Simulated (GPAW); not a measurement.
The system is Sc.

```
Sc
1.0
     3.30900    0.00000    0.00000
    -1.65450    2.86568    0.00000
     0.00000    0.00000    5.27330
Sc
2
Direct
  0.66667 0.33333 0.75000
  0.33333 0.66667 0.25000
```

Base run:

| Item | Value |
| --- | --- |
| Program | GPAW 26.7.0 |
| Functional | PBEsol |
| Potentials or basis | PAW data sets generated in the run's folder for this functional |
| Cutoff | 600 eV |
| Basis | pw |
| k mesh | 9 × 9 × 5 |
| Occupations | fermi-dirac, width 0.05 eV |
| Spin | no spin polarisation |
| Hubbard terms | Sc d U = 4.3 eV |

Its results: pressure 3.9 GPa.

Task: The run is repeated on the same cell with these changes: occupations from fermi-dirac, width 0.05 eV to gaussian, width 0.02 eV; hubbard terms from Sc d U = 4.3 eV to none. What comes out?

Result: Pressure -2.8 GPa.

Caveats: U without spin polarisation on a metal has little footing (some runs); the U is typed as a test and isn't derived for this compound (some runs).
